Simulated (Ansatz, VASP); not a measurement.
## PbS: VASP beside Ansatz

File INCAR:

```
SYSTEM = PbS
PREC     = Accurate       ! precision mode
ENCUT    = 520            ! plane-wave cutoff, eV
EDIFF    = 1E-6           ! SCF threshold, eV
ISMEAR   = -1             ! smearing method
SIGMA    = 0.01           ! smearing width, eV
LREAL    = .FALSE.        ! projectors in reciprocal space
LASPH    = .TRUE.         ! aspherical terms in the spheres
NELM     = 100            ! most SCF steps
ALGO     = Normal         ! electronic algorithm
ISIF     = 2              ! what is computed and relaxed
LWAVE    = .FALSE.        ! write WAVECAR
LCHARG   = .FALSE.        ! write CHGCAR
GGA      = PE             ! functional
NBANDS   = 17             ! bands
```

KPOINTS

```
Automatic mesh
0
G
  8 8 8
  0 0 0
```

POSCAR

```
PbS
1.0
   -0.0889500000      2.9205250000      2.9205250000
    2.9205250000     -0.0889500000      2.9205250000
    2.9205250000      2.9205250000     -0.0889500000
Pb S
1 1
Direct
    0.0000000000      0.0000000000      0.0000000000
    0.5000000000      0.5000000000      0.5000000000
```

Input for Ansatz:

```yaml
crystal:
  lattice:
    - [-0.08895, 2.920525, 2.920525]
    - [2.920525, -0.08895, 2.920525]
    - [2.920525, 2.920525, -0.08895]
  atoms:
    - { symbol: Pb, position: [0.0, 0.0, 0.0] }
    - { symbol: S, position: [0.5, 0.5, 0.5] }
kpoints:
  mp_grid: { grid: [8, 8, 8] }
  band_path:
    path:
      - [0.0, 0.0, 0.0]
      - [0.5, 0.5, 0.5]
      - [0.2579113083, 0.5, 0.7420886917]
      - [-0.2579113083, 0.2579113083, 0.5]
      - [0.0, 0.0, 0.5]
      - [0.0, 0.0, 0.0]
      - [-0.3789556542, 0.0, 0.3789556542]
      - [0.0, 0.3789556542, 0.6210443458]
      - [0.0, 0.5, 0.5]
    npoints: 5
scf:
  occupations: { method: fermi_dirac, width: 0.01 }
hamiltonian:
  xc: pbe
  pseudopotentials: { kind: all_electron, lapw: { basis_error: 0.0005 } }
output:
  forces: true
  stress: true
  eigenvalues: true
```

Change from the starting cell: equal xy, yz and zx shear strains of -3 %.

Alike in both runs: task single point; functional PBE; k mesh 8 × 8 × 8; occupations fermi-dirac, width 0.01 eV; no spin polarisation.

|  | VASP | Ansatz |
| --- | --- | --- |
| version | VASP 6.6.1 | Ansatz 0.2.0 |
| potentials or method | VASP PAW PBE potentials, release 64 (Pb_d, S) | all-electron LAPW, scalar-relativistic |
| plane-wave cutoff (eV) | 520 | see its input |

|  | VASP | Ansatz | Ansatz less VASP |
| --- | --- | --- | --- |
| pressure (GPa) | 2.2 | 2.3 | +0.10 |
| largest component of the traceless stress (GPa) | 0.55 | 0.55 | -0.002 |

Ansatz ran all-electron here, so the differences hold the error of VASP's frozen core and of both bases.

Caveats: spin-orbit coupling is left out, which as a rule narrows the gap of such compounds by several tenths of an eV.
